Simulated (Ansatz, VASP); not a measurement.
# Two plane-wave programs on GaN

```
Ga N
1.0
     0.00000    2.25350    2.25350
     2.25350    0.00000    2.25350
     2.25350    2.25350    0.00000
Ga N
1 1
Direct
  0.00000 0.00000 0.00000
  0.25000 0.25000 0.25000
```

The cell is a database's computed one.

Alike in both runs: functional LDA; k mesh 10 × 10 × 10; occupations fermi-dirac, width 0.05 eV; no spin polarisation.

|  | VASP | Ansatz |
| --- | --- | --- |
| version | VASP 6.6.1 | Ansatz 0.2.0 |
| potentials or method | VASP PAW LDA potentials, release 64 (Ga_d, N) | Ansatz PAW |
| plane-wave cutoff (eV) | 520 | 420 |
| valence electrons in the cell | 18 | 18 |
| task | single point | band structure |

VASP gave:

| Item | Value |
| --- | --- |
| gap on the k mesh at the Fermi level (eV) | 1.75 |
| least direct gap on the mesh (eV) | 1.75 |
| pressure (GPa) | -5.5 |

Question: Estimate Ansatz's values.

Answer: gap on the k mesh at the Fermi level (eV): 1.73; least direct gap on the mesh (eV): 1.73; pressure (GPa): -6.5.

Caveats: the pressure holds a Pulay correction of +0.6 GPa for the finite cutoff (Ansatz); the PAW data sets come from PBE, with cores solved anew for the run's functional, which leaves a small shift of forces and pressure (Ansatz).
